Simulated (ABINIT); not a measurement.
Crystal: Ta.

```
Ta
1.0
    -1.65128    1.65128    1.65128
     1.65128   -1.65128    1.65128
     1.65128    1.65128   -1.65128
Ta
1
Direct
  0.00000 0.00000 0.00000
```

Base run:

* Program: ABINIT 10.8.3 (patched build)
* Functional: PBEsol
* Potentials or basis: PseudoDojo NC SR PBEsol v0.4 stringent
* Cutoff: 1687 eV
* k mesh: 8 × 8 × 8
* Occupations: fermi-dirac, width 0.05 eV
* Spin: no spin polarisation

Its results: pressure -8.0 GPa.

Task: The run is repeated on the same cell with these changes: k mesh from 8 × 8 × 8 to 14 × 14 × 14, with 2 shifts; occupations from fermi-dirac, width 0.05 eV to cold (ABINIT), width 0.1 eV. What comes out?

Result: Pressure -6.1 GPa.
